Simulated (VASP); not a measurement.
A run of VASP 6.6.1 is set up as follows.

INCAR

```
PREC = Accurate ; ENCUT = 980
EDIFF = 1E-6 ; ISMEAR = -1
SIGMA = 0.05 ; LREAL = False
LASPH = True ; NELM = 60
ALGO = Fast ; ISIF = 3
LWAVE = False ; LCHARG = False
GGA = PE ; IBRION = 2
NSW = 60 ; EDIFFG = -0.02
```

The input KPOINTS:

```
regular mesh
0
Gamma
  11 11 10
```

File POSCAR:

```
CuO
1.0
    2.8363251100      0.0000000000      0.0000000000
   -1.4181625500      2.4563296000      0.0000000000
    0.0000000000      0.0000000000      2.7681127800
Cu O
1 1
Direct
    0.0000000000      0.0000000000      0.0000000000
    0.6666666667      0.3333333333      0.5000000000
```

Potentials or basis: VASP PAW PBE potentials, release 64 (Cu, O_h).

Run with:

```console
$ cat potpaw_PBE.64/Cu/POTCAR potpaw_PBE.64/O_h/POTCAR > POTCAR
$ mpirun -np 1 vasp_std > vasp.out
```

**Question.** Predict the band gap on the k mesh.

**Answer.** None (metal or under the smearing width).

**Question.** Predict the space group after relaxing (to 0.05 Å).

**Answer.** P-6m2 (No. 187).

**Question.** Predict the relaxed volume.

**Answer.** 9.71 Å³/atom.

The path:
```csv
step,energy change (eV),largest force (eV/Å),pressure (GPa),volume (Å³)
1,0.0000,0.0000,-0.02,19.29
2,-0.0166,0.0000,1.04,19.28
3,-0.0187,0.0000,1.38,19.27
4,-0.0190,0.0000,-0.82,19.52
5,-0.0193,0.0000,-0.19,19.42
```

Caveat: an odd number of electrons without spin polarisation forces a metal; a magnetic or distorted state may lie lower; the run has no spin polarisation, though such a crystal can be magnetic; semilocal functionals often make such compounds metallic where correlation or magnetic order opens a gap, which also shifts bond lengths. With open d or f shells a metallic result of PBE can be an artefact of self-interaction; +U or a hybrid may open a gap.
